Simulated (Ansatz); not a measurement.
# SrCl2: a line through an energy map

An exercise on one series of results from a longer session: the logs are not shown, and one member is left open.

Method: DFT PBE, scalar-relativistic, plane waves, PAW, in Ansatz 0.2.0.

### The structure to begin with

Symmetry: Fm-3m, No. 225, cubic system. The conventional cell has a = 7.038 Å, b = 7.038 Å, c = 7.038 Å, α = 90.00°, β = 90.00°, γ = 90.00°. Sr (site symmetry m-3m) has 8 Cl at 3.05 Å as nearest neighbours. Around Cl (site symmetry -43m) lie 4 Sr at 3.05 Å.

Structure file:

```cif
data_structure
_symmetry_space_group_name_H-M 'Fm-3m'
_symmetry_Int_Tables_number 225
_cell_length_a 7.0385
_cell_length_b 7.0385
_cell_length_c 7.0385
_cell_angle_alpha 90.000
_cell_angle_beta 90.000
_cell_angle_gamma 90.000
_cell_volume 348.68
loop_
_atom_site_label
_atom_site_type_symbol
_atom_site_symmetry_multiplicity
_atom_site_Wyckoff_symbol
_atom_site_fract_x
_atom_site_fract_y
_atom_site_fract_z
_atom_site_occupancy
Sr1 Sr 4 a 0.00000 0.00000 0.00000 1
Cl1 Cl 8 c 0.25000 0.75000 0.75000 1
```

It is the result of an earlier relaxation at this level (volume 29.06 Å³/atom; gap on the mesh: 5.24 eV).

### What is varied

The energy is mapped over two homogeneous strains (x along [1 0 0], y along [0 1 0], z along [0 0 1] of the conventional cell).

- strain +e along x and -e along y: 9 values from −4 to 4 %
- strain +e along z and -e/2 along x and y: 9 values from −4 to 4 %

Nothing else is relaxed (symmetry fixes all fractional coordinates). Energies count from the relaxed crystal. Points are written as (first, second).

The first run:

input.yaml

```yaml
crystal:
  lattice:
    - [0.0, 3.5720146938, 3.4136495103]
    - [3.5720146938, 0.0, 3.4136495103]
    - [3.5720146938, 3.5720146938, 0.0]
  atoms:
    - { symbol: Sr, position: [0.0, 0.0, 0.0] }
    - { symbol: Cl, position: [0.25, 0.25, 0.25] }
    - { symbol: Cl, position: [0.75, 0.75, 0.75] }
basis:
  ecutwfc: 420
kpoints:
  mp_grid: { grid: [6, 6, 6] }
hamiltonian:
  xc: pbe
scf:
  occupations: { method: gaussian, width: 0.05 }
output:
  forces: true
  stress: true
  eigenvalues: true
```

Run with:

```bash
> ansatz run input.yaml --threads 1 --pin off --max-ram 2048MiB --backend cpu --events-out ev --progress --plain --runs-dir out
```

Among the steps run: Grid point (0 %, −3 %); Point (0 %, −2 %); Grid point (0 %, −1 %); Point (0 %, 1 %); Point (0 %, 2 %); Point (0 %, 3 %).

One of the session's tables, all rows but one given; the rest of the session is left out.

```
strain +e along z and -e/2 along x and y (%)  energy (meV/atom)  pressure (GPa)  band gap on the k-mesh (eV)
                                          −4               11.3           0.117                         4.90
                                          −3                  ?               ?                            ?
                                          −2                2.8           0.058                         5.09
                                          −1                0.7           0.044                         5.17
                                           0                0.0           0.039                         5.24
                                           1                0.7           0.044                         5.20
                                           2                2.7           0.056                         5.15
                                           3                6.0           0.076                         5.08
                                           4               10.6           0.104                         5.00
```

**Question.** Estimate the row for strain +e along z and -e/2 along x and y (%) = −3.

Worked estimate for «energy (meV/atom)». A straight line through the neighbours (−4, 11.3) and (−2, 2.8) gives 11.3 + (2.8 − 11.3) × (−3 − −4) / (−2 − −4) = 7.1; a parabola fitted to 3 rows on both sides gives 6.3.

The run gave: energy (meV/atom): 6.3; pressure (GPa): 0.082; band gap on the k-mesh (eV): 5.00. In «energy (meV/atom)» the line misses by +0.8 and the parabola by 0.0.

Energies count from the relaxed crystal. Rows without a step come from runs not printed here or follow by symmetry. Slopes come from the forces (and the stress, where the cell changes), not from differences of energies.

In words: The lowest point of the line is at 0 %, 0.0 meV/atom from the zero. Energies and slopes round the minimum, fitted together, put the minimum at 0.0 %, with a curvature of about 1.4 meV/atom per %². Divided by the reference volume, that is a stiffness of about 75 GPa for this pattern of strain. The highest point computed, at −4 %, lies 11.3 meV/atom above the lowest. This is one cut through a surface in two coordinates; it holds the lowest point sampled, which need not be a minimum.

To keep in mind: These are semilocal Kohn-Sham gaps, which aren't the measured quantity.
